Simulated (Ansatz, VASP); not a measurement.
# GaSb: VASP beside Ansatz

The input INCAR:

```
PREC = Accurate
ENCUT = 520
EDIFF = 1E-7
ISMEAR = -1
SIGMA = 0.05
LREAL = F
LASPH = T
NELM = 80
ALGO = Normal
ISIF = 2
LWAVE = F
LCHARG = T
GGA = PS
LELF = T
LVHAR = T
NBANDS = 16
```

KPOINTS

```
regular mesh
0
Gamma
  10 10 10
```

Contents of POSCAR:

```
GaSb
1.0
   -2.7896675499      2.7896675499      1.6116397558
    2.7896675499     -2.7896675499      1.6116397558
    2.7896675499      2.7896675499     -1.6116397558
Sb Ga
1 1
Direct
    0.0000000000      0.0000000000      0.0000000000
    0.7500000000      0.2500000000      0.5000000000
```

Contents of input.yaml:

```yaml
crystal:
  lattice:
    - [-2.7896675499, 2.7896675499, 1.6116397558]
    - [2.7896675499, -2.7896675499, 1.6116397558]
    - [2.7896675499, 2.7896675499, -1.6116397558]
  atoms:
    - { symbol: Sb, position: [0.0, 0.0, 0.0] }
    - { symbol: Ga, position: [0.75, 0.25, 0.5] }
kpoints:
  mp_grid: { grid: [10, 10, 10] }
scf:
  occupations: { method: fermi_dirac, width: 0.05 }
hamiltonian:
  xc: pbesol
  pseudopotentials: { kind: all_electron, lapw: { basis_error: 0.001 } }
output:
  forces: true
  stress: true
  eigenvalues: true
```

Change from the starting cell: volume scaled by 1.04.

Alike in both runs: task single point; functional PBEsol; k mesh 10 × 10 × 10; occupations fermi-dirac, width 0.05 eV; no spin polarisation.

```csv
,VASP,Ansatz
version,VASP 6.6.1,Ansatz 0.2.0
potentials or method,"VASP PAW PBE potentials, release 64 (Sb, Ga_d)","all-electron LAPW, scalar-relativistic"
plane-wave cutoff (eV),520,see its input
```

VASP gave:

- gap on the k mesh at the Fermi level (eV): none
- pressure (GPa): -4.5
- largest component of the traceless stress (GPa): 0.29

**Question.** What did Ansatz give for the same quantities?

**Answer.** gap on the k mesh at the Fermi level (eV): none; pressure (GPa): -4.6; largest component of the traceless stress (GPa): 0.27.

A gap of «none» marks a metal or a gap that the smearing closes. Ansatz ran all-electron here, so the differences hold the error of VASP's frozen core and of both bases.

Caveats: the PAW data sets were made with another functional, which shifts forces and pressure a little (VASP). Spin-orbit coupling is left out, which matters for the levels of Sb.
